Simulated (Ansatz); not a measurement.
**V: one crystal by all-electron and frozen-core methods**

Does the method matter for V? The same cell, functional and mesh are run with LAPW, all electrons, PAW with frozen cores and all-electron PAW on datasets made for the crystal.

This is V in the fcc structure; at room conditions it is bcc.

Computed with Ansatz 0.2.0 (DFT PBE, scalar-relativistic, unless a step's input says otherwise).

### 1 The system as given

The structure is cubic, space group Fm-3m (No. 225). The conventional cell has a = 3.790 Å, b = 3.790 Å, c = 3.790 Å, α = 90.00°, β = 90.00°, γ = 90.00°. Around V (site symmetry m-3m) lie 12 V at 2.68 Å.

Structure file:

```cif
data_structure
_symmetry_space_group_name_H-M 'P 1'
_symmetry_Int_Tables_number 1
_cell_length_a 2.6799
_cell_length_b 2.6799
_cell_length_c 2.6799
_cell_angle_alpha 60.000
_cell_angle_beta 60.000
_cell_angle_gamma 60.000
_cell_volume 13.61
loop_
_atom_site_label
_atom_site_type_symbol
_atom_site_fract_x
_atom_site_fract_y
_atom_site_fract_z
_atom_site_occupancy
V1 V 0.00000 0.00000 0.00000 1
```

Structure: COD 1534881, as refined from experiment and not relaxed.

### 2 LAPW, all electrons

Input file input.yaml:

```yaml
crystal:
  lattice:
    - [0.0, 1.895, 1.895]
    - [1.895, 0.0, 1.895]
    - [1.895, 1.895, 0.0]
  atoms:
    - { symbol: V, position: [0.0, 0.0, 0.0], spin: 1.5 }
magnetization:
  spin_polarized: true
kpoints:
  mp_grid: { grid: [16, 16, 16] }
  band_path:
    path:
      - [0.0, 0.0, 0.0]
      - [0.5, 0.0, 0.5]
      - [0.625, 0.25, 0.625]
      - [0.375, 0.375, 0.75]
      - [0.0, 0.0, 0.0]
      - [0.5, 0.5, 0.5]
      - [0.5, 0.25, 0.75]
      - [0.5, 0.0, 0.5]
    npoints: 14
scf:
  occupations: { method: fermi_dirac, width: 0.05 }
hamiltonian:
  xc: pbe
  pseudopotentials: { kind: all_electron, lapw: { basis_error: 0.001 } }
output:
  forces: true
  stress: true
  eigenvalues: true
  fatbands: true
  populations: true
  dos: { projected: true, de: 0.2, e_range: [-14, 8] }
```

Launch:

```sh
ansatz run input.yaml --threads 1 --pin off --max-ram 3072MiB --backend cpu --events-out ev --progress --plain --runs-dir out
```

### 3 PAW with frozen cores

input.yaml, as its differences from that of step 2:

```diff
@@ -26,3 +26,3 @@
   xc: pbe
-  pseudopotentials: { kind: all_electron, lapw: { basis_error: 0.001 } }
+  pseudopotentials: { kind: paw }
 output:
@@ -31,4 +31,9 @@
   eigenvalues: true
-  fatbands: true
+  efg: { contact_densities: true }
   populations: true
+  bader: true
   dos: { projected: true, de: 0.2, e_range: [-14, 8] }
+  write_density: true
+  write_potential: true
+  elf: true
+  volumetric_format: npy
```

### 4 All-electron PAW on datasets made for the crystal

input.yaml, as its differences from that of step 3:

```diff
@@ -21,3 +21,3 @@
       - [0.5, 0.0, 0.5]
-    npoints: 14
+    npoints: 8
 scf:
@@ -26,3 +26,3 @@
   xc: pbe
-  pseudopotentials: { kind: paw }
+  pseudopotentials: { kind: all_electron, datasets: crystal }
 output:
@@ -32,8 +32 @@
   efg: { contact_densities: true }
-  populations: true
-  bader: true
-  dos: { projected: true, de: 0.2, e_range: [-14, 8] }
-  write_density: true
-  write_potential: true
-  elf: true
-  volumetric_format: npy
```

(Steps that only read results are left out.)

**Question.** What will these runs give? Wanted: pressure; gap; highest ELF.

The runs gave:

```
         quantity                                           value
         pressure  LAPW 3.90, PAW 3.92, crystal datasets 3.90 GPa
       gap (LAPW)                                            none
highest ELF (PAW)                             0.63, 1.64 Å from V
```

**Reading.** At this geometry the cell is under compression of 3.9 GPa, so it would expand if let go. There is no gap at this level; the crystal is a metal here. Within 0.3 eV of the Fermi level the largest projected share is V 3d (93 %). The projection holds only the free atom's occupied shells (V 4s, V 3d in this range). PAW lies +0.03 GPa from LAPW in pressure. LAPW took about 2.9 times as long as PAW (23 s against 8 s, on a shared host and with the outputs that each input asks for).
